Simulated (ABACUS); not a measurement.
# PbO2 (Fm-3m) in ABACUS: notebook

The runs below take PbO2 through single point, with PBE.

Program: ABACUS 3.10.1. These are calculated values, not measurements. Logs are shortened: lines on timing, memory, paths and dates and some standing lists are left out, and cuts for length are marked.

## Step 1: Starting point

Symmetry: Fm-3m, No. 225, cubic system. The conventional cell has a = 5.404 Å, b = 5.404 Å, c = 5.404 Å, α = 90.00°, β = 90.00°, γ = 90.00°. Pb (site symmetry m-3m) is surrounded by 8 O at 2.34 Å. O (site symmetry -43m) has 4 Pb at 2.34 Å as nearest neighbours.

The cell comes from a database or a generator and needn't be the stable form of this composition.

## Step 2: Single point, PBE

The input, INPUT:

```
INPUT_PARAMETERS
suffix              PbO2
calculation         scf
basis_type          lcao
pseudo_dir          ./
orbital_dir         ./
symmetry            1
dft_functional      pbe
ecutwfc             100
pseudo_rcut         10
nspin               1
nbands              17
ks_solver           genelpa
smearing_method     fd
smearing_sigma      0.00367493
scf_thr             1e-07
scf_nmax            100
mixing_type         broyden
mixing_beta         0.7
cal_force           1
cal_stress          1
out_mul             1
out_chg             1
out_pot             2
out_elf             1
```

The input, STRU:

```
ATOMIC_SPECIES
Pb 207.2000 Pb.upf
O 15.9990 O.upf

NUMERICAL_ORBITAL
Pb_confined-atom_8au_2s2p2d.orb
O_confined-atom_6au_2s2p1d.orb

LATTICE_CONSTANT
1.8897261246

LATTICE_VECTORS
0.0000000000 2.7019920000 2.7019920000
2.7019920000 0.0000000000 2.7019920000
2.7019920000 2.7019920000 0.0000000000

ATOMIC_POSITIONS
Direct

Pb
0.0
1
0.0000000000 0.0000000000 0.0000000000 1 1 1

O
0.0
2
0.7500000000 0.7500000000 0.7500000000 1 1 1
0.2500000000 0.2500000000 0.2500000000 1 1 1
```

The input, KPT:

```
K_POINTS
0
Gamma
9 9 9 0 0 0
```

Potentials or basis: PseudoDojo NC SR 0.4.1 PBE standard, DZP LCAO (the cutoffs set its grid).

On the command line:

```sh
$ OMP_NUM_THREADS=1 mpirun -np 4 abacus > log
```

running log:

```text
ABACUS v3.10.1

               Atomic-orbital Based Ab-initio Computation at UStc

 ------------------------------------------------------------------------------------

 READING GENERAL INFORMATION
                           global_out_dir = OUT.PbO2/
                           global_in_card = INPUT
                               pseudo_dir = ./
[... 8 lines left out ...]

 READING ATOM TYPE 1
                               atom label = Pb
                      L=0, number of zeta = 2
                      L=1, number of zeta = 2
                      L=2, number of zeta = 2
             number of atom for this type = 1

 READING ATOM TYPE 2
                               atom label = O
                      L=0, number of zeta = 2
                      L=1, number of zeta = 2
                      L=2, number of zeta = 1
             number of atom for this type = 2

                        TOTAL ATOM NUMBER = 3
DIRECT COORDINATES
    atom                   x                   y                   z     mag                  vx                  vy                  vz
taud_Pb1            0.0000000000        0.0000000000        0.0000000000  0.0000        0.0000000000        0.0000000000        0.0000000000
taud_O1            0.7500000000        0.7500000000        0.7500000000  0.0000        0.0000000000        0.0000000000        0.0000000000
taud_O2            0.2500000000        0.2500000000        0.2500000000  0.0000        0.0000000000        0.0000000000        0.0000000000

                          Volume (Bohr^3) = 266.243
                             Volume (A^3) = 39.4531

 Lattice vectors: (Cartesian coordinate: in unit of a_0)
                   +0            +2.70199            +2.70199
             +2.70199                  +0            +2.70199
             +2.70199            +2.70199                  +0
 Reciprocal vectors: (Cartesian coordinate: in unit of 2 pi/a_0)
            -0.185049           +0.185049           +0.185049
            +0.185049           -0.185049           +0.185049
            +0.185049           +0.185049           -0.185049
 The esolver type has been set to : ksdft_lcao

                PAO radial cut off (Bohr) = 10

 Read in pseudopotential file is Pb.upf
                     pseudopotential type = NC
          exchange-correlation functional = PBE
                 nonlocal core correction = 1
                        valence electrons = 14
                                     lmax = 2
                           number of zeta = 3
                     number of projectors = 6
                           L of projector = 0
[... 5 lines left out ...]
                PAO radial cut off (Bohr) = 10

 Read in pseudopotential file is O.upf
                     pseudopotential type = NC
          exchange-correlation functional = PBE
                 nonlocal core correction = 1
                        valence electrons = 6
                                     lmax = 2
                           number of zeta = 2
                     number of projectors = 5
                           L of projector = 0
                           L of projector = 0
                           L of projector = 1
                           L of projector = 1
                           L of projector = 2
     initial pseudo atomic orbital number = 17

 SETUP THE ELECTRONS NUMBER
            electron number of element Pb = 14
      total electron number of element Pb = 14
             electron number of element O = 6
       total electron number of element O = 12
            AUTOSET number of electrons:  = 26
                           occupied bands = 13
                                   NLOCAL = 44
                                   NBANDS = 17
                                   NBANDS = 17
                                   NLOCAL = 44

%%%%%%%%%%%%%%%%%%%%%%%%%%%%%%%%%%%%%%%%%%%%%%%%%%%%%%%%%%%%%%%%%%%%%%%%%%%%%%%%%%%%%%%%%%%%%%%%%%%%%%%%%%
 Warning: the number of valence electrons in pseudopotential > 4 for Pb: [Xe] 4f14 5d10 6s2 6p2
 Pseudopotentials with additional electrons can yield (more) accurate outcomes, but may be less efficient.
 If you're confident that your chosen pseudopotential is appropriate, you can safely ignore this warning.
%%%%%%%%%%%%%%%%%%%%%%%%%%%%%%%%%%%%%%%%%%%%%%%%%%%%%%%%%%%%%%%%%%%%%%%%%%%%%%%%%%%%%%%%%%%%%%%%%%%%%%%%%%

 SETUP THE PLANE WAVE BASIS
 energy cutoff for charge/potential (unit:Ry) = 400
            fft grid for charge/potential = [ 45, 45, 45 ]
                        fft grid division = [ 3, 3, 3 ]
        big fft grid for charge/potential = [ 15, 15, 15 ]
                                     nbxx = 900
                                     nrxx = 24300

 SETUP PLANE WAVES FOR CHARGE/POTENTIAL
[... 60 lines left out ...]
                       right hand lattice = 1
(for k-lattice: )
                             BRAVAIS TYPE = 2
                     BRAVAIS LATTICE NAME = 02. Cubic I (body-centered)
                                    ibrav = 2
                       right hand lattice = 1
                        ROTATION MATRICES = 48
                               nkstot_ibz = 35
K-POINTS REDUCTION ACCORDING TO SYMMETRY
     IBZ    DIRECT_X    DIRECT_Y    DIRECT_Z  WEIGHT  ibz2bz
       1  0.00000000  0.00000000  0.00000000  0.0014       0
       2  0.11111111  0.11111111  0.11111111  0.0110       1
       3  0.22222222  0.22222222  0.22222222  0.0110       2
       4  0.33333333  0.33333333  0.33333333  0.0110       3
       5  0.44444444  0.44444444  0.44444444  0.0110       4
       6  0.11111111  0.11111111  0.00000000  0.0082      10
[... 22 lines left out ...]
      29  0.44444444  0.33333333  0.11111111  0.0329     112
      30 -0.44444444  0.44444444  0.22222222  0.0658     113
[... 5 further k points ...]

                               nkstot now = 35
[... K-POINTS DIRECT COORDINATES: 35 rows ...]

           k-point number in this process = 35
       minimum distributed K point number = 35
[... stars of the k points ...]

[... K-POINTS CARTESIAN COORDINATES: 35 rows ...]

[... K-POINTS DIRECT COORDINATES: 35 rows ...]

 SETUP PLANE WAVES FOR WAVE FUNCTIONS
     energy cutoff for wavefunc (unit:Ry) = 100
              fft grid for wave functions = [ 45, 45, 45 ]
                    number of plane waves = 5817
                         number of sticks = 433

 PARALLEL PW FOR WAVE FUNCTIONS
     PROC   COLUMNS(POT)             PW
        1            107           1455
        2            109           1454
        3            108           1454
        4            109           1454
 --------------- sum -------------------
        4            433           5817

 SET NONLOCAL PSEUDOPOTENTIAL PROJECTORS
 SET NONLOCAL PSEUDOPOTENTIAL PROJECTORS
 max number of nonlocal projetors among all species is 6

 -------------------------------------------
 SELF-CONSISTENT
 -------------------------------------------

 SETUP SEARCHING RADIUS FOR PROGRAM TO SEARCH ADJACENT ATOMS
                  longest orb rcut (Bohr) = 8
   longest nonlocal projector rcut (Bohr) = 2.46
                     search radius (Bohr) = 20.9
              searching radius is (Bohr)) = 20.9
         searching radius unit is (Bohr)) = 1.89
                         PeriodicBoundary = 1
                        Radius(unit:lat0) = 11.1
                                   glayer = [ 5, 5, 5 ]
                             glayer_minus = [ 4, 4, 4 ]

Find the coordinate range of the input atom(unit:lat0).
                                  min_tau = [ -21.6, -21.6, -21.6 ]
                                  max_tau = [ 25.7, 25.7, 25.7 ]
                                BoxNumber = [ 9, 9, 9 ]

 SETUP EXTENDED REAL SPACE GRID FOR GRID INTEGRATION
                          real space grid = [ 45, 45, 45 ]
                 big cell numbers in grid = [ 15, 15, 15 ]
             meshcell numbers in big cell = [ 3, 3, 3 ]
                        extended fft grid = [ 21, 21, 21 ]
                dimension of extened grid = [ 58, 58, 58 ]
                            UnitCellTotal = 125
              Atom number in sub-FFT-grid = 3
    Local orbitals number in sub-FFT-grid = 44
                                ParaV.nnr = 30664
                                 init_chg = atomic

 LCAO ALGORITHM --------------- ION=   1  ELEC=   1--------------------------------

 Density error is 0.125662574419
----------------------------------------------------------
     Energy           Rydberg                 eV
----------------------------------------------------------
 E_KohnSham     -206.3779102515      -2807.9155207525
 E_Harris       -204.3582274782      -2780.4363268830
 E_Fermi        0.5565527277         7.5722883344
----------------------------------------------------------
[... 80 lines left out ...]
 Density error is 6.6441495252e-08
----------------------------------------------------------
     Energy           Rydberg                 eV
----------------------------------------------------------
 E_KohnSham     -206.7006818933      -2812.3070542344
 E_KS(sigma->0) -206.7004479166      -2812.3038708184
 E_Harris       -206.7006849353      -2812.3070956231
 E_band         0.2834302175         3.8562659434
 E_one_elec     -32.8658866205       -447.1633278612
 E_Hartree      37.2788392968        507.2046292629
 E_xc           -56.7216067064       -771.7370509220
 E_Ewald        -154.3915599098      -2100.6049378821
 E_entropy(-TS) -0.0004679533        -0.0063668319
 E_descf        0.0000000000         0.0000000000
 E_exx          0.0000000000         0.0000000000
 E_Fermi        0.7404716098         10.0746331002
----------------------------------------------------------

 charge density convergence is achieved
 final etot is -2812.3070542 eV
 EFERMI = 10.0746331 eV
The vacuum level is 13.80944197 eV

 STATE ENERGY(eV) AND OCCUPATIONS    NSPIN == 1
 1/35 kpoint (Cartesian) = 0.0000 0.0000 0.0000 (1147 pws)
       1       -8.42828     0.00274348
       2       -5.79227     0.00274348
       3       -5.79227     0.00274348
       4       -5.79227     0.00274348
       5       -5.56688     0.00274348
       6       -5.55799     0.00274348
[... 9 lines left out ...]
      16        17.1184    1.80800e-64
[... 82 lines left out ...]
       4       -5.76520      0.0164609
       5       -5.56945      0.0164609
       6       -5.55047      0.0164609
[... 9 lines left out ...]
      16        17.6122    5.57185e-68
      17        17.6122    5.57185e-68

[... levels at 29 further k points ...]

 correction force for each atom along direction 1 is 1.36280e-14
 correction force for each atom along direction 2 is -5.51179e-15
 correction force for each atom along direction 3 is 6.46242e-15
------------------------------------------------------------------------------------------
 TOTAL-FORCE (eV/Angstrom)
------------------------------------------------------------------------------------------
                       Pb1         0.0000000000         0.0000000000         0.0000000000
                        O1         0.0000000000         0.0000000000         0.0000000000
                        O2         0.0000000000         0.0000000000         0.0000000000
------------------------------------------------------------------------------------------

----------------------------------------------------------------
 TOTAL-STRESS (KBAR)
----------------------------------------------------------------
        53.8774275075         0.0000000000        -0.0000000000
        -0.0000000000        53.8774275075        -0.0000000000
        -0.0000000000         0.0000000000        53.8774275075
----------------------------------------------------------------
 TOTAL-PRESSURE: 53.877428 KBAR

 --------------------------------------------
 !FINAL_ETOT_IS -2812.3070542343575653 eV
 --------------------------------------------
```

Wall time 5.3 s (4 MPI ranks of AMD EPYC 7B13 (Zen 3), shared host); peak memory 0.4 GiB.

What came out:

```
Free energy            : -2812.3071 eV
Pressure               : 5.4 GPa
Band gap on the k mesh : none (metal or under the smearing width)
Mulliken charges       : Pb +1.30; O -0.65 e
```

Levels at points of the mesh, in eV from the Fermi level:
| k point | band 11 | band 12 | band 13 | band 14 | band 15 | band 16 |
| --- | --- | --- | --- | --- | --- | --- |
| (0.00, 0.00, 0.00) | -2.00 | -1.15 | -1.15 | -1.15 | 7.04 | 7.04 |

Caveat: the atomic orbitals were generated for these runs and aren't a published set; Mulliken charges move with the basis; the basis of atomic orbitals isn't converged, which shifts pressures, moduli and gaps. Spin-orbit coupling is left out, which matters for the levels of Pb.

## Step 3: Single point, PBE (atoms moved at random, drawn with an rms of 0.05 Å)

Edit INPUT of step 2 so:

```diff
@@ -22,4 +22 @@
 out_mul             1
-out_chg             1
-out_pot             2
-out_elf             1
```

Edit STRU of step 2 so:

```diff
@@ -22,3 +22,3 @@
 1
-0.0000000000 0.0000000000 0.0000000000 1 1 1
+-0.0038920000 0.0019790000 0.0053630000 1 1 1
 
@@ -27,3 +27,3 @@
 2
-0.7500000000 0.7500000000 0.7500000000 1 1 1
-0.2500000000 0.2500000000 0.2500000000 1 1 1
+0.7454200000 0.7468610000 0.7419540000 1 1 1
+0.2379960000 0.2722400000 0.2412150000 1 1 1
```

KPT is that of step 2.

Potentials or basis: PseudoDojo NC SR 0.4.1 PBE standard, DZP LCAO (the cutoffs set its grid).

On the command line:

```sh
$ OMP_NUM_THREADS=1 mpirun -np 4 abacus > log
```

It took 12 s on 4 MPI ranks of AMD EPYC 7B13 (Zen 3), shared host; peak memory 0.52 GiB.

It converged, with:

* Free energy: -2812.2751 eV
* Pressure: 5.8 GPa
* Largest force: 0.584 eV/Å
* Band gap on the k mesh: none (metal or under the smearing width)
* Mulliken charges: Pb +1.30; O -0.65 e

Forces on the atoms (eV/Å):
```
Pb  -0.091 -0.405  0.126
O    0.433  0.064  0.202
O   -0.342  0.341 -0.328
```

Stress tensor (GPa, compression positive):
```
 5.91 -0.52  0.22
-0.52  5.61 -0.95
 0.22 -0.95  5.78
```

Caveat: the atomic orbitals were generated for these runs and aren't a published set; Mulliken charges move with the basis; the basis of atomic orbitals isn't converged, which shifts pressures, moduli and gaps. The run has no spin-orbit coupling, so splittings on Pb are missing.

## Step 4: Single point, PBE

Edit INPUT of step 3 so:

```diff
@@ -22 +22,4 @@
 out_mul             1
+out_chg             1
+out_pot             2
+out_elf             1
```

The input, STRU:

```
ATOMIC_SPECIES
Pb 207.2000 Pb.upf
O 15.9990 O.upf

NUMERICAL_ORBITAL
Pb_confined-atom_8au_1s1p1d.orb
O_confined-atom_6au_1s1p.orb

LATTICE_CONSTANT
1.8897261246

LATTICE_VECTORS
0.0000000000 2.7019920000 2.7019920000
2.7019920000 0.0000000000 2.7019920000
2.7019920000 2.7019920000 0.0000000000

ATOMIC_POSITIONS
Direct

Pb
0.0
1
0.0000000000 0.0000000000 0.0000000000 1 1 1

O
0.0
2
0.7500000000 0.7500000000 0.7500000000 1 1 1
0.2500000000 0.2500000000 0.2500000000 1 1 1
```

KPT is that of step 3.

Potentials or basis: PseudoDojo NC SR 0.4.1 PBE standard, SZ LCAO (the cutoffs set its grid).

On the command line:

```sh
$ OMP_NUM_THREADS=1 mpirun -np 4 abacus > log
```

running log:

```text
ABACUS v3.10.1

               Atomic-orbital Based Ab-initio Computation at UStc

 ------------------------------------------------------------------------------------

 READING GENERAL INFORMATION
                           global_out_dir = OUT.PbO2/
                           global_in_card = INPUT
                               pseudo_dir = ./
[... 8 lines left out ...]

 READING ATOM TYPE 1
                               atom label = Pb
                      L=0, number of zeta = 1
                      L=1, number of zeta = 1
                      L=2, number of zeta = 1
             number of atom for this type = 1

 READING ATOM TYPE 2
                               atom label = O
                      L=0, number of zeta = 1
[... 451 lines left out ...]
       6       -5.74965      0.0164609
[... 9 lines left out ...]
      16        18.2664    1.05575e-63
      17        18.2664    1.05575e-63

[... levels at 29 further k points ...]

 correction force for each atom along direction 1 is -6.45780e-15
 correction force for each atom along direction 2 is -8.04449e-15
 correction force for each atom along direction 3 is -8.94192e-15
------------------------------------------------------------------------------------------
 TOTAL-FORCE (eV/Angstrom)
------------------------------------------------------------------------------------------
                       Pb1         0.0000000000         0.0000000000         0.0000000000
                        O1         0.0000000000         0.0000000000         0.0000000000
                        O2         0.0000000000         0.0000000000         0.0000000000
------------------------------------------------------------------------------------------

----------------------------------------------------------------
 TOTAL-STRESS (KBAR)
----------------------------------------------------------------
       160.6414506130        -0.0000000000         0.0000000000
         0.0000000000       160.6414506130        -0.0000000000
         0.0000000000        -0.0000000000       160.6414506130
----------------------------------------------------------------
 TOTAL-PRESSURE: 160.641451 KBAR

 --------------------------------------------
 !FINAL_ETOT_IS -2810.4709260663166788 eV
 --------------------------------------------
```

stdout:

```text
ABACUS v3.10.1

               Atomic-orbital Based Ab-initio Computation at UStc

%%%%%%%%%%%%%%%%%%%%%%%%%%%%%%%%%%%%%%%%%%%%%%%%%%%%%%%%%%%%%%%%%%%%%%%%%%%%%%%%%%%%%%%%%%%%%%%%%%%%%%%%%
 Warning: the number of valence electrons in pseudopotential > 4 for Pb: [Xe] 4f14 5d10 6s2 6p2
[... 34 lines left out ...]
 TOTAL-STRESS (KBAR)
----------------------------------------------------------------
       160.6414506130        -0.0000000000         0.0000000000
         0.0000000000       160.6414506130        -0.0000000000
         0.0000000000        -0.0000000000       160.6414506130
----------------------------------------------------------------
 TOTAL-PRESSURE: 160.641451 KBAR
```

Run time: 2.8 s. Hardware: 4 MPI ranks of AMD EPYC 7B13 (Zen 3), shared host; peak memory 0.4 GiB.

These settings aren't checked as converged: the numbers below hold their error.

Results:

* Free energy: -2810.4709 eV
* Pressure: 16.1 GPa
* Band gap on the k mesh: none (metal or under the smearing width)
* Mulliken charges: Pb +1.15; O -0.58 e

Caveat: the atomic orbitals were generated for these runs and aren't a published set; Mulliken charges move with the basis; the basis of atomic orbitals isn't converged, which shifts pressures, moduli and gaps.
